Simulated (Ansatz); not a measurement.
Input and command of a calculation in Ansatz (plane waves; scalar-relativistic PAW potentials unless the input names others):

```yaml
crystal:
  lattice:
    - [2.7802486074, 0.0, 0.0]
    - [-1.3901243037, 2.4077659228, 0.0]
    - [0.0, 0.0, 4.8482158076]
  atoms:
    - { symbol: Pt, position: [0.6666666667, 0.3333333333, 0.75] }
    - { symbol: Pt, position: [0.3333333333, 0.6666666667, 0.25] }
kpoints:
  mp_grid: { grid: [18, 18, 10] }
hamiltonian:
  xc: rpbe
  pseudopotentials: { kind: nc }
scf:
  occupations: { method: gaussian, width: 0.1 }
output:
  forces: true
  eigenvalues: true
  stress: true
```

```bash
ansatz run input.yaml --threads 1 --pin off --max-ram 2560MiB --backend cpu --events-out ev --progress --plain --runs-dir out
```

Abridged log:
```
Pseudopotentials: kind: nc
Pseudopotential: Pt, nc, valence charge 18, recommended cutoff 1142.878222 eV (normal), Pt.nc.azcp
Functional definition: RPBE
Crystal: 2 atoms, lattice volume = 32.455 Å³
Basis set: ecut = 1142.878222 eV, 2901 PW (Γ), exchange–correlation on 64×64×108 points (8 copies of the dense FFT grid, shifted against one another)
Bands: 22, of which v1, the nominal top of the filled ones, is band 18 counted from 1 (17 counted from 0)
Symmetry: 24 space group operations
Space group: P63/mmc (ITA 194), of the structure as read, at distance tolerance 3.2e-5 Å
k-points: 222 of 3240
Initial density: superposition of atomic densities (chi_scale 0.1, normalization cell)
Initial wavefunctions: pseudopotential atomic-orbital guess
Functional: x = rpbe, c = pbe(β = 0.06672455)
SCF iter   1: F=—  HF=-7102.858730 eV  |F-HF|=—  |Δ(HF+E_count)|=         —  Δρ=8.31e-2  dr2=1.98e0  ethr=3.10e-3  ⟨swp⟩=4.8  Hψ=19372  notcnv=0
SCF iter   2: F=—  HF=-7102.372935 eV  |F-HF|=—  |Δ(HF+E_count)|=   4.86e-1  Δρ=3.78e-2  dr2=3.77e-1  ethr=3.10e-3  ⟨swp⟩=2.8  Hψ=9563  notcnv=0  defer=6
SCF iter   3: F=—  HF=-7102.282186 eV  |F-HF|=—  |Δ(HF+E_count)|=   9.07e-2  Δρ=7.42e-3  dr2=9.01e-3  ethr=1.05e-3  ⟨swp⟩=2.0  Hψ=7794  notcnv=0  defer=6
SCF iter   4: F=—  HF=-7102.284895 eV  |F-HF|=—  |Δ(HF+E_count)|=   2.71e-3  Δρ=1.45e-3  dr2=3.28e-4  ethr=2.50e-5  ⟨swp⟩=2.5  Hψ=9239  notcnv=0  defer=6
SCF iter   5: F=—  HF=-7102.285024 eV  |F-HF|=—  |Δ(HF+E_count)|=   1.29e-4  Δρ=2.80e-4  dr2=1.45e-5  ethr=9.10e-7  ⟨swp⟩=2.2  Hψ=8177  notcnv=0  defer=6
SCF iter   6: F=—  HF=-7102.285035 eV  |F-HF|=—  |Δ(HF+E_count)|=   1.12e-5  Δρ=7.82e-5  dr2=1.00e-6  ethr=4.02e-8  ⟨swp⟩=2.0  Hψ=7082  notcnv=0  defer=6
SCF iter   7: F=-7102.285035 eV  HF=-7102.285035 eV  |F-HF|=2.28e-9  |Δ(HF+E_count)|=   1.73e-7  Δρ=1.66e-5  dr2=4.38e-8  ethr=2.78e-10  ⟨swp⟩=6.3  Hψ=25119  notcnv=0
SCF 1 converged in 7 iterations: F = -7102.285035 eV  dr2 = 4.38e-8
SCF converged after 7 iterations
Free energy (F): -7102.285035 eV
Harris-Foulkes:  -7102.285035 eV  (|F-HF|=2.28e-9)
Internal energy: -7102.265615 eV  (E = F + TS)
E sigma→0 (E₀):  -7102.275325 eV
Entropy (-TS):   -0.019421 eV (-9.710 meV/atom)
Fermi energy:    21.456118 eV
--- Forces (eV/Å), atoms counted from 1 ---
  atom   1  Pt     0.00000000     0.00000000     0.00000000
  atom   2  Pt     0.00000000     0.00000000     0.00000000
--- Stress (GPa, compression-positive) ---
       -2.409730       0.000000       0.000000
        0.000000      -2.409730       0.000000
        0.000000       0.000000      -2.973431
  P = ⅓ Tr σ = -2.5976 GPa (-25.976 kbar)
```

Apart from outputs, empty bands and the relaxation, which only the reference makes, the input differs from a reference run on usual settings in hamiltonian.pseudopotentials: not typed → {"kind": "nc"}; hamiltonian.xc: "pbe" → "rpbe"; basis.ecutwfc: 420 → not typed. The reference, at the same geometry, ended its own course with pressure -6.50 GPa, largest force 0.000 eV/Å, no gap on the mesh. This run converged in 7 SCF iterations with a total energy on another zero, pressure -2.60 GPa, largest force 0.000 eV/Å, no gap on the mesh.

The run took 33 s on 1 thread of Arm Neoverse V1, on a shared host, peak memory 0.59 GiB.